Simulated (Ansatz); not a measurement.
Ag under changes of volume

One of the cells (17.806 Å³/atom); the others are scaled copies at fixed shape and fractional positions:

```
Ag
1.0
     2.93000    0.00000    0.00000
    -1.46500    2.53745    0.00000
     0.00000    0.00000    4.79000
Ag
2
Cartesian
  1.4650 0.8458 3.5925
  0.0000 1.6916 1.1975
```

This isn't the form of Ag at room conditions, which is fcc.

* Program: Ansatz 0.2.0
* Functional: LDA
* Potentials or basis: Ansatz PAW
* Cutoff: 420 eV (not typed: the program's choice for these potentials)
* k mesh: 10 × 10 × 6
* Occupations: fermi-dirac, width 0.05 eV
* Spin: no spin polarisation

| volume (Å³/atom) | energy over the lowest point (meV/atom) | pressure (GPa) |
| --- | --- | --- |
| 16.738 | 0.00 | -4.9 |
| 17.094 | 13.32 | -7.1 |
| 17.450 | 31.05 | -8.9 |
| 17.806 | ? | ? |
| 18.162 | 77.37 | -11.8 |
| 18.518 | 104.95 | -13.0 |
| 18.875 | 134.91 | -14.0 |

**Question.** What does the run at 17.806 Å³/atom give?

**Answer.** Energy over the lowest point 52.58 meV/atom; pressure -10.5 GPa.

Worked out: A Birch-Murnaghan fit of order 3 (a polynomial in V^(-2/3)) to the other rows has no minimum within the range. It gives 52.59 meV/atom at 17.806 Å³/atom, against the run's 52.58, and -dE/dV = -10.5 GPa, against -10.5.

Energies are extrapolated to zero smearing.

Caveats: the PAW data sets come from PBE, with cores solved anew for the run's functional, which leaves a small shift of forces and pressure.
